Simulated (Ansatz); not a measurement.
# Ge: energies, forces and stress near the listed structure

A set of self-consistent runs on Ge under moves of single atoms, further strains and shifts, distortions that keep the symmetry, to map its energy surface near the listed cell.

Program: Ansatz 0.2.0. Level of theory: DFT PBE, scalar-relativistic, plane waves, PAW. These are calculated values, not measurements.

**1. Starting point**

The structure is hexagonal, space group P6_3/mmc (No. 194). Conventional cell: a = 3.998 Å, b = 3.998 Å, c = 6.599 Å, α = 90.00°, β = 90.00°, γ = 120.00°. Around Ge (site symmetry 3m) lie 4 Ge at 2.45 to 2.47 Å.

Coordinates:

```xyz
4
Lattice="3.9976 0.0000 0.0000 -1.9988 3.4620 0.0000 0.0000 0.0000 6.5994" Properties=species:S:1:pos:R:3 pbc="T T T"
Ge    1.9988    1.1540    0.4151
Ge    0.0000    2.3080    3.7148
Ge    1.9988    1.1540    2.8846
Ge    0.0000    2.3080    6.1843
```

The structure comes from the Materials Project (structure only).

**2. A distortion that keeps the symmetry**

The change: strain xx, yy, zz, yz, xz, xy = +4.6, +4.6, -4.4, +0.0, +0.0, +0.0 %; atoms moved by 0.06 Å root mean square, at most 0.06 Å.

input.yaml reads:

```yaml
crystal:
  lattice:
    - [4.1795159748, 0.0, 0.0]
    - [-2.0897579875, 3.6195670098, 0.0]
    - [0.0, 0.0, 6.305771625]
  atoms:
    - { symbol: Ge, position: [0.66666667, 0.33333333, 0.053809484] }
    - { symbol: Ge, position: [0.33333333, 0.66666667, 0.553809484] }
    - { symbol: Ge, position: [0.66666667, 0.33333333, 0.446190516] }
    - { symbol: Ge, position: [0.33333333, 0.66666667, 0.946190516] }
basis:
  ecutwfc: 420
kpoints:
  mp_grid: { grid: [12, 12, 6] }
hamiltonian:
  xc: pbe
scf:
  occupations: { method: gaussian, width: 0.1 }
output:
  forces: true
  stress: true
  eigenvalues: true
```

Launch:

```console
$ ansatz run input.yaml --threads 1 --pin off --max-ram 1331MiB --backend cpu --events-out ev --progress --plain --runs-dir out
```

**3. A distortion that keeps the symmetry**

input.yaml reads:

```yaml
crystal:
  lattice:
    - [3.9140762748, 0.0, 0.0]
    - [-1.9570381375, 3.3896894864, 0.0]
    - [0.0, 0.0, 6.8574796216]
  atoms:
    - { symbol: Ge, position: [0.66666667, 0.33333333, 0.1007836083] }
    - { symbol: Ge, position: [0.33333333, 0.66666667, 0.6007836083] }
    - { symbol: Ge, position: [0.66666667, 0.33333333, 0.3992163917] }
    - { symbol: Ge, position: [0.33333333, 0.66666667, 0.8992163917] }
basis:
  ecutwfc: 420
kpoints:
  mp_grid: { grid: [12, 12, 6] }
hamiltonian:
  xc: pbe
scf:
  occupations: { method: gaussian, width: 0.1 }
output:
  forces: true
  stress: true
  eigenvalues: true
  populations: true
```

**4. A distortion that keeps the symmetry**

input.yaml reads:

```yaml
crystal:
  lattice:
    - [4.1685226138, 0.0, 0.0]
    - [-2.0842613069, 3.6100464798, 0.0]
    - [0.0, 0.0, 6.9805580204]
  atoms:
    - { symbol: Ge, position: [0.66666667, 0.33333333, 0.067447133] }
    - { symbol: Ge, position: [0.33333333, 0.66666667, 0.567447133] }
    - { symbol: Ge, position: [0.66666667, 0.33333333, 0.432552867] }
    - { symbol: Ge, position: [0.33333333, 0.66666667, 0.932552867] }
basis:
  ecutwfc: 420
kpoints:
  mp_grid: { grid: [12, 12, 6] }
hamiltonian:
  xc: pbe
scf:
  occupations: { method: gaussian, width: 0.1 }
output:
  forces: true
  stress: true
  eigenvalues: true
  populations: true
```

**5. A change within the space group**

Changes to input.yaml since step 4:

```diff
@@ -2,5 +2,5 @@
   lattice:
-    - [4.1685226138, 0.0, 0.0]
-    - [-2.0842613069, 3.6100464798, 0.0]
-    - [0.0, 0.0, 6.9805580204]
+    - [3.888051991, 0.0, 0.0]
+    - [-1.9440259955, 3.3671517955, 0.0]
+    - [0.0, 0.0, 6.3195643249]
   atoms:
@@ -22,2 +22 @@
   eigenvalues: true
-  populations: true
```

**6. A single atom displaced**

input.yaml reads:

```yaml
crystal:
  lattice:
    - [3.9975858431, 0.0, 0.0]
    - [-1.9987929216, 3.462010894, 0.0]
    - [0.0, 0.0, 6.59937795]
  atoms:
    - { symbol: Ge, position: [0.66666667, 0.33333333, 0.06290125] }
    - { symbol: Ge, position: [0.33333333, 0.66666667, 0.56290125] }
    - { symbol: Ge, position: [0.66666667, 0.33333333, 0.43709875] }
    - { symbol: Ge, position: [0.3262665935, 0.6454189032, 0.9567899998] }
basis:
  ecutwfc: 420
kpoints:
  mp_grid: { grid: [12, 12, 6] }
hamiltonian:
  xc: pbe
scf:
  occupations: { method: gaussian, width: 0.1 }
output:
  forces: true
  stress: true
  eigenvalues: true
```

**7. A distortion that keeps the symmetry**

input.yaml reads:

```yaml
crystal:
  lattice:
    - [3.9733604729, 0.0, 0.0]
    - [-1.9866802365, 3.441031108, 0.0]
    - [0.0, 0.0, 6.4603950504]
  atoms:
    - { symbol: Ge, position: [0.66666667, 0.33333333, 0.0250188917] }
    - { symbol: Ge, position: [0.33333333, 0.66666667, 0.5250188917] }
    - { symbol: Ge, position: [0.66666667, 0.33333333, 0.4749811083] }
    - { symbol: Ge, position: [0.33333333, 0.66666667, 0.9749811083] }
basis:
  ecutwfc: 420
kpoints:
  mp_grid: { grid: [12, 12, 6] }
hamiltonian:
  xc: pbe
scf:
  occupations: { method: gaussian, width: 0.1 }
output:
  forces: true
  stress: true
  eigenvalues: true
  populations: true
```

Before running it: what results should come out? Wanted: for each run, case; energy; pressure; largest force.

The runs gave:

| step | case | energy (meV/atom) | pressure (GPa) | largest force (eV/Å) | gap on the mesh (eV) |
| --- | --- | --- | --- | --- | --- |
| 2 | a distortion that keeps the symmetry | +0.0 | 0.4 | 0.27 | 0.00 |
| 3 | a distortion that keeps the symmetry | +763.8 | 11.2 | 7.98 | 0.00 |
| 4 | a distortion that keeps the symmetry | -3.6 | -4.6 | 0.50 | 0.00 |
| 5 | a change within the space group | +74.1 | 12.2 | 1.10 | 0.00 |
| 6 | a single atom displaced | timeout |  |  |  |
| 7 | a distortion that keeps the symmetry | +356.1 | 9.1 | 1.96 | 0.00 |

Energies are counted from step 2, with the smearing taken to zero. A gap of 0.00 means none on the mesh at this level.

Among the distorted cells of the listed formula and level the largest force, 7.98 eV/Å, comes in step 3, shared by 4 atoms. The pressure is 12.2 GPa in the smallest cell and -4.6 GPa in the largest; between them shape and moved atoms count too. The distorted cells of the listed formula and level show no gap on the mesh.
